White tin is a metal with a tetragonal cell. The table gives the stress of one fixed cell of it, positive in compression, for eight widths of the Gaussian smearing that rounds off the filling of the electron levels at the Fermi level. Stress xx and stress yy act along the two equal edges, stress zz along the short one.

GPAW 26.7.0 calculations of white tin (two-atom cell, fixed geometry) with the PBE functional, PAW data sets (gpaw-data 1.2.1) and plane waves up to 600 eV. All rows use a 9 × 9 × 9 k mesh and Gaussian smearing, without spin polarisation, spin–orbit coupling or a dispersion correction. Stress is positive in compression.

```
smearing width  stress xx (GPa)  stress yy (GPa)  stress zz (GPa)
      0.011 eV          1.26000          1.26000            0.900
      0.013 eV          1.25000          1.25000            0.910
      0.014 eV          1.25000          1.25000            0.920
      0.015 eV          1.25000          1.25000            0.920
      0.016 eV          1.25000          1.25000            0.930
      0.017 eV          1.25000          1.25000            0.930
      0.018 eV          1.24000          1.24000            0.940
        0.1 eV          1.25000          1.25000            0.880
```

**(a) From 0.011 to 0.018 eV, stress zz rises steadily. Could a smooth continuum of electron levels cause this?**

*Solution.* In a smooth continuum, the leading effect of smearing grows as the square of the width w. The rise in zz over the narrow widths is 0.038 GPa. Continued as w² to 0.1 eV, it would bring zz to about 2.7 GPa, whereas the calculation gives 0.88 GPa.

The entropy term, the amount subtracted from the energy to give the free energy, allows a second test. For a smooth density of states D its size is

E_S = D·w²/2

so 2E_S/w² should be the same at every width. It is 1.6 to 1.8 states per eV and cell in the seven narrow rows, but 0.98 at 0.1 eV. The narrow rows therefore see an unusual crowd of levels near the Fermi level, not the average band.

**(b) How many levels does the narrowest smearing see, and how do they make the stress drift?**

*Solution.* The mesh has 9 × 9 × 9 = 729 points, so one level at one point holds 2/729 of an electron per cell. Take the density of states from the widest smearing and a window of 0.011 eV on either side of the Fermi level:

0.98 × 0.022 × 729/2 ≈ 8 mesh levels

Symmetry makes up to 16 mesh points equivalent, and equivalent points have equal energies. On average, then, the window holds less than one full set. Whether a set falls inside it is an accident of the mesh.

Now suppose that one group of levels, some below the Fermi level and some above, lies at a distance d from it. When w is much smaller than d, the levels below are full and those above are empty. As w approaches d, electrons pass from the former to the latter, and this sets how the entropy term and the stress change:

E_S ∝ w·exp(−d²/w²)

stress zz = A + B·erfc(d/w)

Here erfc is the complementary error function, and A and B are constants. A least-squares line through ln(E_S/w) against 1/w² in the seven narrow rows gives d ≈ 11 meV. A separate least-squares fit of the second formula to unrounded zz values from the same rows gives d ≈ 14 meV. The first figure is weak evidence: a flat density of states, put through the same fit, would give about 10 meV. The second rests on the shape of the rise in zz, which is steepest between 0.013 and 0.015 eV, whereas a w² law would steepen throughout. Even so, d is an effective value for what may be several sets. That these levels cause the drift is the likely reading; a denser mesh would test it.

**(c) Why does stress xx fall while zz rises, and why does the 0.1 eV row break the run?**

*Solution.* A free-electron gas shows the principle. Each electron pushes outward along an axis in proportion to the square of its momentum along that axis. All states at the Fermi level have the same total momentum squared, so a transfer among them can raise one stress only by lowering the sum of the other two. With xx and yy equal by symmetry, each should change by minus half the change in zz, or −0.019 GPa.

The calculated change in xx is −0.012 GPa: the right sign and two thirds of the size. The analogy goes no further, because the lattice potential of tin alters how each level responds to strain. Read this way, the electrons would move into states with more motion along z, but no output on single states checks it. The rise in zz and the fall in xx are both smooth before rounding; the flat stretches and steps in the table come from rounding to the second decimal.

At 0.1 eV the window holds about 70 mesh levels, hence several sets with different directions of motion. Their effects on the stress should partly cancel, and the group that ruled the narrow rows loses its hold. Stress zz drops below all the narrow rows, while xx returns to the middle of its earlier range. The one-group formula, fitted without this row, gives 1.05 GPa for zz, too high by 0.17 GPa, as expected if other groups now count as well. The turn lies somewhere between 0.018 and 0.1 eV.

The total energy gives little warning of any of this. Extrapolated to zero width, it varies by only 0.008 meV per cell over the narrow rows, while zz changes by 4%. Moving an electron between levels some 10 meV from the Fermi level costs almost no energy, but the two levels can respond to strain on a scale of electronvolts. A steady energy is therefore no proof of a steady stress.

For a similar metal, the rule is to compare the smearing window with the spacing of the mesh levels. If only a few sets fall inside, the stress may drift either way, depending on which states they are. A denser mesh puts more sets into the same window and should calm the drift. Neither end of this table can be taken as the converged stress until that has been done.
